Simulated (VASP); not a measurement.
BeTe:

```
Be Te
1.0
     0.00000    2.77000    2.77000
     2.77000    0.00000    2.77000
     2.77000    2.77000    0.00000
Be Te
1 1
Cartesian
  0.0000 0.0000 0.0000
  1.3850 1.3850 1.3850
```

- Program: VASP 6.6.1
- Task: relaxation of cell and atoms
- Functional: r2SCAN
- Potentials or basis: VASP PAW PBE potentials, release 64 (Be, Te)
- Cutoff: 600 eV
- k mesh: 8 × 8 × 8
- Occupations: gaussian, width 0.03 eV
- Spin: no spin polarisation

At the start: pressure 4.5 GPa; volume 21.25 Å³/atom.

Problem. How do energy, volume and symmetry change on relaxing?

Solution. Over 3 steps the energy falls by 19.0 meV/atom and the volume is 22.69 Å³/atom (+6.8 %); space group F-43m (No. 216, to 0.05 Å).

Step by step:
```csv
step,energy change (eV),largest force (eV/Å),pressure (GPa),volume (Å³)
1,0.0000,0.0000,4.45,42.51
2,-0.0351,0.0000,-1.08,46.25
3,-0.0380,0.0000,0.02,45.38
```

Final structure:
```
Be Te
1.0
     0.00000    2.83108    2.83108
     2.83108    0.00000    2.83108
     2.83108    2.83108    0.00000
Be Te
1 1
Direct
  0.00000 0.00000 0.00000
  0.25000 0.25000 0.25000
```

Caveat: the PAW data sets were made with another functional, which shifts forces and pressure a little.
